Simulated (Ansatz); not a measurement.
PbSe, DFT, PBEsol, PAW with Ansatz's default frozen-core files, scalar-relativistic (Ansatz 0.2.0), run on 1 thread of Arm Neoverse V1 on a shared host.

The cell is COD entry 9008695, as deposited and not checked against the literature; nothing was relaxed. The listed cell was then made from it by scaling, straining or moving an atom.

Command: `ansatz run input.yaml --threads 1 --pin off --max-ram 3072MiB --backend cpu --events-out ev --progress --plain --runs-dir out`

```yaml
crystal:
  lattice:
    - [0.0, 3.0315285, 3.06215]
    - [3.0315285, 0.0, 3.06215]
    - [3.0315285, 3.0315285, 0.0]
  atoms:
    - { symbol: Pb, position: [0.0, 0.0, 0.0] }
    - { symbol: Se, position: [0.5, 0.5, 0.5] }
kpoints:
  mp_grid: { grid: [9, 9, 9] }
scf:
  occupations: { method: fermi_dirac, width: 0.01 }
hamiltonian:
  xc: pbesol
  pseudopotentials: { kind: paw }
output:
  forces: true
  stress: true
  eigenvalues: true
  efg: { contact_densities: true }
```

Question: How large is the problem that the program sets up?

Answer: 75 irreducible k-points, 1075 plane waves at Γ, 19 bands.

Question: Estimate the wall time and the peak memory.

Answer: 7.4 s of wall time for 6 SCF iterations, with a peak of 0.43 GiB. Times on shared machines scatter by tens of per cent.

Question: And the same cell and mesh by crystal-made all-electron datasets, asked for forces, stress, eigenvalues, efg, on the same hardware?

Answer: 8.6 s, peak memory 0.45 GiB.
